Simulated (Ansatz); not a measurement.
Runs of Ansatz 0.2.0 on W2C. The structure is trigonal, space group P-3m1 (No. 164). The conventional cell has a = 3.070 Å, b = 3.070 Å, c = 4.678 Å, α = 90.00°, β = 90.00°, γ = 120.00°. W (site symmetry 3m) has 3 C at 2.13 Å as nearest neighbours. C (site symmetry -3m) has 6 W at 2.13 Å as nearest neighbours. The cell comes from a database or a generator and needn't be the stable form of this composition.

```csv
task,level,spin,cell,k mesh,points for each segment of the path,gap on the mesh (eV),pressure (GPa),relaxed volume (Å³/atom),largest force (eV/Å)
band structure,BLYP,off,as given,10 × 10 × 6,14,none,(c),-,(b)
band structure,PBEsol,off,as given,10 × 10 × 6,14,none,-10.1,-,0.17
phonons,LDA,off,as given,7 × 7 × 5,-,none,-,-,-
relaxation of cell and atoms,PBEsol,off,relaxed,10 × 10 × 6,-,none,0.0,12.34,-
band structure,LDA,"SOC, no magnetisation",as given,7 × 7 × 5,14,none,-15.7,-,0.23
band structure,revPBE,off,as given,10 × 10 × 6,14,none,1.0,-,0.06
relaxation of cell and atoms,PBEsol+D3(BJ),off,relaxed,10 × 10 × 6,-,none,0.0,(a),-
relaxation of cell and atoms,revPBE,off,relaxed,10 × 10 × 6,-,none,0.0,12.76,0.01
```

Alike in all rows: potentials or basis Ansatz PAW; cutoff (eV) 420; smearing fermi-dirac 0.05 eV.

Question: Estimate the missing entries.

Answer: (a) 12.07; (b) 0.41; (c) 9.8.

Caveats: the PAW data sets come from PBE, with cores solved anew for the run's functional, which leaves a small shift of forces and pressure; spin-orbit coupling is left out, which moves the levels of the heavy elements (some runs); the plane-wave basis is chosen anew once the cell has moved, so the energies of steps on either side of that aren't comparable (some runs); so large a pressure means that the cell lies far from this level's equilibrium, or that cutoff or potentials fall short (some runs); pairwise dispersion overbinds metals, which lowers pressure and volume (some runs).

A k mesh can miss the band edges, and rows without SOC leave out spin-orbit coupling on W.

A gap of «none» marks a metal or a gap under the smearing width.

Runs at the PBE level aren't shown here.
